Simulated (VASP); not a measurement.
## A VASP 6.6.1 single-point calculation on LiH

INCAR

```
ISIF = 2
ALGO = Normal
IBRION = -1
ISMEAR = 0
LASPH = .TRUE.
PREC = Accurate
SIGMA = 0.01
EDIFF = 1E-7
LWAVE = .FALSE.
NSW = 0
LCHARG = .FALSE.
ENCUT = 520
NBANDS = 9
LREAL = .TRUE.
NELM = 120
METAGGA = RSCAN
```

KPOINTS

```
KPOINTS created by Atomic Simulation Environment
0
Gamma
10 10 10
0 0 0
```

POSCAR

```
Li H
 1.0000000000000000
     0.0135630404000000    1.9965279331000001    1.9965279331000001
     1.9965279331000001    0.0135630404000000    1.9965279331000001
     1.9965279331000001    1.9965279331000001    0.0135630404000000
 Li  H
   1   1
Cartesian
  0.0000000000000000  0.0000000000000000  0.0000000000000000
  2.0033094533000000  2.0033094533000000  2.0033094533000000
```

The recommended PBE PAW datasets give the neutral cell 4 valence electrons.

Command

```
mpirun -np 1 vasp_std
```

Task: How does this run end, and what does it give?

Result: It converged. Results: gap between bands v and c on the k mesh 3.50 eV; least direct gap on the k mesh 3.50 eV; pressure -2.6 GPa. Band v is the last that the valence electrons fill when counted band by band, and c is the next.

OSZICAR

```
N       E                     dE             d eps       ncg     rms          rms(c)
DAV:   1    -0.192799816436E+01   -0.19280E+01   -0.14959E+03  2104   0.413E+02
DAV:   2    -0.742183637330E+01   -0.54938E+01   -0.54654E+01  2894   0.611E+01
DAV:   3    -0.752632989946E+01   -0.10449E+00   -0.10444E+00  2569   0.657E+00
DAV:   4    -0.752689393623E+01   -0.56404E-03   -0.56400E-03  2889   0.435E-01
DAV:   5    -0.752689539949E+01   -0.14633E-05   -0.14633E-05  2592   0.194E-02    0.270E+00
DAV:   6    -0.696156049966E+01    0.56533E+00   -0.11770E-01  2126   0.250E+00    0.160E+00
DAV:   7    -0.689088974226E+01    0.70671E-01   -0.19368E-01  2130   0.204E+00    0.307E-01
DAV:   8    -0.689117989488E+01   -0.29015E-03   -0.74147E-03  2449   0.556E-01    0.117E-01
DAV:   9    -0.689143523388E+01   -0.25534E-03   -0.13015E-03  2250   0.245E-01    0.219E-02
DAV:  10    -0.689141347224E+01    0.21762E-04   -0.50286E-05  2433   0.559E-02    0.437E-03
DAV:  11    -0.689140665504E+01    0.68172E-05   -0.26715E-06  2428   0.154E-02    0.114E-03
DAV:  12    -0.689140588453E+01    0.77052E-06   -0.16048E-07  2899   0.241E-03    0.329E-04
DAV:  13    -0.689140580976E+01    0.74767E-07   -0.58020E-09  2247   0.636E-04
   1 F= -.68914058E+01 E0= -.68914058E+01  d E =-.634067E-22
```

For comparison, a separate r²SCAN run of the intended cell, on usual settings and not on those above, gives a gap of 3.57 eV on its mesh and a pressure of 0.2 GPa.
